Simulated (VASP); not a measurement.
The system is Ga.

```
Ga
1.0
    -1.38440    1.38440    2.31122
     1.38440   -1.38440    2.31122
     1.38440    1.38440   -2.31122
Ga
1
Direct
  0.00000 0.00000 0.00000
```

This isn't the form of Ga at room conditions, which is orthorhombic.

| Property | Result |
| --- | --- |
| Program | VASP 6.6.1 |
| Task | relaxation of cell and atoms |
| Functional | revPBE |
| Dispersion | D2 |
| Potentials or basis | VASP PAW PBE potentials, release 64 (Ga_d) |
| Cutoff | 600 eV |
| k mesh | 13 × 13 × 13 |
| Occupations | methfessel-paxton, width 0.2 eV |
| Spin | no spin polarisation |

At the start: pressure 3.6 GPa; volume 17.72 Å³/atom.

**Question.** Where does the relaxation end?

**Answer.** Over 12 steps the energy falls by 78.0 meV/atom and the volume is 19.40 Å³/atom (+9.5 %); space group I4/mmm (No. 139, to 0.05 Å).

The path:
| step | energy change (eV) | largest force (eV/Å) | pressure (GPa) | volume (Å³) |
| --- | --- | --- | --- | --- |
| 1 | 0.0000 | 0.0000 | 3.58 | 17.72 |
| 2 | -0.0281 | 0.0000 | 1.81 | 18.75 |
| 3 | -0.0489 | 0.0000 | -1.83 | 20.75 |
| 4 | -0.0493 | 0.0000 | -1.16 | 20.42 |
| 5 | -0.0626 | 0.0000 | -1.16 | 20.26 |
| 6 | -0.0762 | 0.0000 | -1.40 | 19.80 |
| 7 | -0.0762 | 0.0000 | -1.30 | 19.74 |
| 8 | -0.0763 | 0.0000 | -1.33 | 19.79 |
| 9 | -0.0748 | 0.0000 | 2.03 | 18.88 |
| 10 | -0.0780 | 0.0000 | 0.02 | 19.39 |
| 11 | -0.0780 | 0.0000 | -0.03 | 19.40 |
| 12 | -0.0780 | 0.0000 | -0.02 | 19.40 |

Final structure:
```cif
data_structure
_symmetry_space_group_name_H-M 'P 1'
_symmetry_Int_Tables_number 1
_cell_length_a 3.3336
_cell_length_b 3.3336
_cell_length_c 3.3336
_cell_angle_alpha 133.094
_cell_angle_beta 133.094
_cell_angle_gamma 68.506
_cell_volume 19.40
loop_
_atom_site_label
_atom_site_type_symbol
_atom_site_fract_x
_atom_site_fract_y
_atom_site_fract_z
_atom_site_occupancy
Ga1 Ga 0.00000 0.00000 0.00000 1
```

Caveat: atom-pairwise D2, TS and ULG terms overbind metals; the PAW data sets were made with another functional, which shifts forces and pressure a little; pairwise dispersion overbinds metals, which lowers pressure and volume.
